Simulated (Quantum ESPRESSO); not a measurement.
KI in Quantum ESPRESSO: the effect of functional

The system is KI.

```
I K
1.0
     0.00000    3.53277    3.53277
     3.53277    0.00000    3.53277
     3.53277    3.53277    0.00000
I K
1 1
Direct
  0.50000 0.50000 0.50000
  0.00000 0.00000 0.00000
```

Alike in all runs:

```yaml
Program: Quantum ESPRESSO 7.5
Task: phonons
k_mesh: 4 × 4 × 4, shifted
Occupations: fermi-dirac, width 0.05 eV
Spin: no spin polarisation
```

Each run relaxes the cell or the atoms first.

Problem. One run gave: relaxed volume 49.32 Å³/atom; dielectric constant 2.69 mean; highest phonon frequency 88 cm⁻¹. Which functional did it use?
A. LDA
B. BLYP
C. vdW-DF-cx
D. PW91
E. PBE

Solution. B.

```csv
functional,potentials or basis,cutoff,relaxed volume (Å³/atom),dielectric constant (mean),highest phonon frequency (cm⁻¹)
LDA,PseudoDojo 0.4.1 SR LDA standard,980 eV,39.60,3.12,115
PBE,PseudoDojo 0.4.1 SR PBE standard,1007 eV,46.28,2.80,88
BLYP,PseudoDojo 0.4.1 SR PBE standard,1007 eV,49.32,2.69,88
PW91,PseudoDojo 0.4.1 SR PBE standard,1007 eV,46.20,2.80,84
revPBE,PseudoDojo 0.4.1 SR PBE standard,1007 eV,50.24,2.62,73
vdW-DF-cx,PseudoDojo 0.4.1 SR PBE standard,1007 eV,44.09,2.88,103
```

Caveats: the potentials were made for another functional, which shifts forces and pressure (some runs); the relaxation stopped at its first step, so nothing moved (some runs).
